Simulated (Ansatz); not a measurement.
Sb$_{2}$Te$_{3}$:
```xyz
5
Lattice="2.1444 1.2381 10.3771 -2.1444 1.2381 10.3771 0.0000 -2.4761 10.3771" Properties=species:S:1:pos:R:3 pbc="T T T"
Sb     0.0000     0.0000    12.3553
Sb     0.0000     0.0000    18.7760
Te     0.0000     0.0000    24.4266
Te     0.0000     0.0000     6.7048
Te     0.0000     0.0000     0.0000
```

Relaxed with r²SCAN+D4.

**Question.** Give the Bader charges and basin volumes of the independent atoms, DFT-r²SCAN+D4 in the program Ansatz with PAW potentials.

**Answer.** 

```tsv
atom	Bader charge (e)	Bader volume (Å³)
Sb1	+0.60	25.7
Te3	-0.35	39.6
Te5	-0.50	34.5
```

Space group R-3m. The cell was relaxed with r²SCAN+D4 under the symmetry of its start. Spin–orbit coupling is left out wherever it is not named.

Potentials: the later of the program's two PAW sets.
